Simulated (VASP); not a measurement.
```
Li3N
1.0
    1.80605    -3.12816     0.00000
    1.80605     3.12816     0.00000
    0.00000     0.00000     3.84757
Li N
3 1
Direct
  0.33333   0.66667   0.00000
  0.66667   0.33333   0.00000
  0.00000   0.00000   0.50000
  0.00000   0.00000   0.00000
```

Calculation: PBEsol GGA, VASP's PBE PAW potentials (set 64) (plane waves; VASP). Numerical set-up: 600 eV cut-off, 6×6×6 Γ-centred mesh, Gaussian smearing of 0.050 eV, potentials Li_sv N.

Energy and stress use the plane-wave basis of the starting cell.

**Question.** The ions, cell shape and volume at an external pressure of 2.0 GPa are relaxed. Predict the relaxed structure.

**Answer.** 
```
Li3N
1.0
    1.78245    -3.08729     0.00000
    1.78245     3.08729     0.00000
    0.00000     0.00000     3.80076
Li N
3 1
Direct
  0.33333   0.66667   0.00000
  0.66667   0.33333   0.00000
  0.00000   0.00000   0.50000
  0.00000   0.00000   0.00000
```
Space group P6/mmm (191), at a tolerance of 0.03 Å.

**Question.** How do energy and volume change from the first to the last step?

**Answer.** The energy (σ→0) changes by +2.2 meV/atom and the volume by -3.8 %, in 3 ionic steps.

```
step  E(σ→0) (eV)  max force (eV/Å)  pressure (GPa)  volume (Å³)
----  -----------  ----------------  --------------  -----------
1        -16.1284             0.000           -0.22        43.47
2        -16.1261             0.000            1.00        42.54
3        -16.1195             0.000            2.01        41.83
```

The compound is Li3N in the alpha structure. This run relaxes it under an external pressure of 2 GPa. Symmetry was kept, so distortions that lower it aren't found.
